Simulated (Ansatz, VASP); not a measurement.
Given: the input of a run of VASP 6.6.1 on NiO.

INCAR

```
PREC = Accurate
ENCUT = 520
EDIFF = 1E-7
ISMEAR = -1
SIGMA = 0.05
LREAL = False
LASPH = True
NELM = 80
ALGO = Normal
ISIF = 2
LWAVE = False
LCHARG = False
GGA = PS
NBANDS = 15
```

File KPOINTS:

```
regular mesh
0
Gamma
  11 11 11
```

The input POSCAR:

```
NiO
1.0
    0.0000000000      2.0859016414      2.0859016414
    2.0859016414      0.0000000000      2.0859016414
    2.0859016414      2.0859016414      0.0000000000
Ni O
1 1
Direct
    0.0000000000      0.0000000000      0.0000000000
    0.5000000000      0.5000000000      0.5000000000
```

Potentials or basis: VASP PAW PBE potentials, release 64 (Ni, O).

The run is started by

```console
$ cat potpaw_PBE.64/Ni/POTCAR potpaw_PBE.64/O/POTCAR > POTCAR
$ mpirun -np 1 vasp_std > vasp.out
```

Q: Translate it to Ansatz 0.2.0. Potentials there: all-electron LAPW, scalar-relativistic.

A: As run (the cutoff follows the program's own potentials):

Contents of input.yaml:

```yaml
crystal:
  lattice:
    - [0.0, 2.0859016414, 2.0859016414]
    - [2.0859016414, 0.0, 2.0859016414]
    - [2.0859016414, 2.0859016414, 0.0]
  atoms:
    - { symbol: Ni, position: [0.0, 0.0, 0.0] }
    - { symbol: O, position: [0.5, 0.5, 0.5] }
kpoints:
  mp_grid: { grid: [11, 11, 11] }
scf:
  occupations: { method: fermi_dirac, width: 0.05 }
hamiltonian:
  xc: pbesol
  pseudopotentials: { kind: all_electron, lapw: { basis_error: 0.001 } }
output:
  forces: true
  stress: true
  eigenvalues: true
```

Potentials or basis: all-electron LAPW, scalar-relativistic.

Launch:

```console
$ ansatz run input.yaml --threads 2 --pin off --max-ram 6144MiB --backend cpu --events-out ev --progress --plain --runs-dir out
```

Both were run:

|  | VASP | Ansatz | Ansatz less VASP |
| --- | --- | --- | --- |
| gap on the k mesh at the Fermi level (eV) | none | none | - |
| pressure (GPa) | -11.6 | -11.7 | -0.15 |

A gap of «none» marks a metal or a gap that the smearing closes. Ansatz ran all-electron here, so the differences hold the error of VASP's frozen core and of both bases.

Caveats: the run has no spin polarisation, though such a crystal can be magnetic; semilocal functionals often make such compounds metallic where correlation or magnetic order opens a gap, which also shifts bond lengths; the PAW data sets were made with another functional, which shifts forces and pressure a little (VASP). Spin polarisation is off, so any magnetic state and its effect on volume and gap are missing.
